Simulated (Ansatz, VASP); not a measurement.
BeTe in VASP and in Ansatz

```
CELL_PARAMETERS angstrom
0.00000 2.83187 2.83187
2.83187 0.00000 2.83187
2.83187 2.83187 0.00000
ATOMIC_POSITIONS crystal
Be 0.00000 0.00000 0.00000
Te 0.25000 0.25000 0.25000
```

Alike in both runs: functional PBE; k mesh 8 × 8 × 8; occupations gaussian, width 0.02 eV; no spin polarisation.

Ansatz relaxed the structure, and its values are those at the end. VASP's run is a single point on that final structure, the one shown.

|  | VASP | Ansatz |
| --- | --- | --- |
| version | VASP 6.6.1 | Ansatz 0.2.0 |
| potentials or method | VASP PAW PBE potentials, release 64 (Be, Te) | scalar-relativistic, plane waves, PAW |
| plane-wave cutoff (eV) | 520 | 420 |
| valence electrons in the cell | 8 | 18 |

|  | VASP | Ansatz | Ansatz less VASP |
| --- | --- | --- | --- |
| gap on the k mesh at the Fermi level (eV) | 2.01 | 2.03 | +0.014 |
| least direct gap on the mesh (eV) | 3.62 | 3.64 | +0.018 |
| pressure (GPa) | 0.1 | 0.0 | -0.13 |

The two sets of potentials don't hold the same shells in valence.

Caveats: spin-orbit coupling is left out, which moves the levels of the heavy elements. A k mesh can miss the band edges.
